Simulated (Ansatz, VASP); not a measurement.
# B in VASP and in Ansatz

```
B
1.0
     2.62871    0.00000    0.00000
    -1.31436    2.27653    0.00000
     0.00000    0.00000    3.35626
B
3
Direct
  0.33467 0.00000 0.33333
  0.00000 0.33467 0.66667
  0.66533 0.66533 0.00000
```

Alike in both runs: functional r2SCAN; k mesh 9 × 9 × 6; occupations gaussian, width 0.1 eV; no spin polarisation.

Ansatz relaxed the structure, and its values are those at the end. VASP's run is a single point on that final structure, the one shown.

|  | VASP | Ansatz |
| --- | --- | --- |
| version | VASP 6.6.1 | Ansatz 0.2.0 |
| potentials or method | VASP PAW PBE potentials, release 64 (B) | scalar-relativistic, plane waves, PAW |
| plane-wave cutoff (eV) | 520 | 500 |
| valence electrons in the cell | 9 | 9 |

Ansatz gave:

- gap on the k mesh at the Fermi level (eV): none
- pressure (GPa): 0.0

Which values does VASP return?

gap on the k mesh at the Fermi level (eV): none; pressure (GPa): -0.1.

A gap of «none» marks a metal or a gap that the smearing closes.

Caveats: the PAW data sets were made with another functional, which shifts forces and pressure a little (VASP).
